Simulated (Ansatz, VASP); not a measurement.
## Two plane-wave programs on Be4S

File INCAR:

```
PREC = Accurate ; ENCUT = 520
EDIFF = 1E-7 ; ISMEAR = 0
SIGMA = 0.2 ; LREAL = False
LASPH = True ; NELM = 60
ALGO = Normal ; ISIF = 2
LWAVE = False ; LCHARG = False
GGA = PE ; NBANDS = 25
```

The input KPOINTS:

```
regular mesh
0
Gamma
  6 6 4
```

Contents of POSCAR:

```
Be4S
1.0
    4.3827181471      0.0000000000      0.0000000000
   -2.1913590735     -1.2651817510     -3.8852605595
    0.0000000000      7.5910905060      0.0000000000
Be S
8 2
Direct
    0.5000000000      0.0000000000      0.0000000000
    0.0000000000      0.0000000000      0.5000000000
    0.2500000000      0.0000000000      0.7500000000
    0.7500000000      0.0000000000      0.2500000000
    0.7500000000      0.0000000000      0.7500000000
    0.2500000000      0.0000000000      0.2500000000
    0.2500000000      0.5000000000      0.7500000000
    0.7500000000      0.5000000000      0.2500000000
    1.0000000000      1.0000000000      1.0000000000
    0.5000000000      0.0000000000      0.5000000000
```

Input for Ansatz:

```yaml
crystal:
  lattice:
    - [4.3827181471, 0.0, 0.0]
    - [-2.1913590735, -1.265181751, -3.8852605595]
    - [0.0, 7.591090506, 0.0]
  atoms:
    - { symbol: Be, position: [0.5, 0.0, 0.0] }
    - { symbol: Be, position: [0.0, 0.0, 0.5] }
    - { symbol: Be, position: [0.25, 0.0, 0.75] }
    - { symbol: Be, position: [0.75, 0.0, 0.25] }
    - { symbol: Be, position: [0.75, 0.0, 0.75] }
    - { symbol: Be, position: [0.25, 0.0, 0.25] }
    - { symbol: Be, position: [0.25, 0.5, 0.75] }
    - { symbol: Be, position: [0.75, 0.5, 0.25] }
    - { symbol: S, position: [1.0, 1.0, 1.0] }
    - { symbol: S, position: [0.5, 0.0, 0.5] }
basis:
  ecutwfc: 420
kpoints:
  mp_grid: { grid: [6, 6, 4] }
hamiltonian:
  xc: pbe
scf:
  occupations: { method: gaussian, width: 0.2 }
  lower_state_search: "off"
output:
  forces: true
  stress: true
  eigenvalues: true
```

Alike in both runs: task single point; functional PBE; k mesh 6 × 6 × 4; occupations gaussian, width 0.2 eV; no spin polarisation.

|  | VASP | Ansatz |
| --- | --- | --- |
| version | VASP 6.6.1 | Ansatz 0.2.0 |
| potentials or method | VASP PAW PBE potentials, release 64 (Be, S) | scalar-relativistic, plane waves, PAW |
| plane-wave cutoff (eV) | 520 | 420 |
| valence electrons in the cell | 28 | 28 |

Ansatz gave:

| Quantity | Value |
| --- | --- |
| gap on the k mesh at the Fermi level (eV) | none |
| pressure (GPa) | -0.1 |
| largest component of the traceless stress (GPa) | 0.40 |

Question: Which values does VASP return?

Answer: gap on the k mesh at the Fermi level (eV): none; pressure (GPa): 0.0; largest component of the traceless stress (GPa): 0.40.

A gap of «none» marks a metal or a gap that the smearing closes.
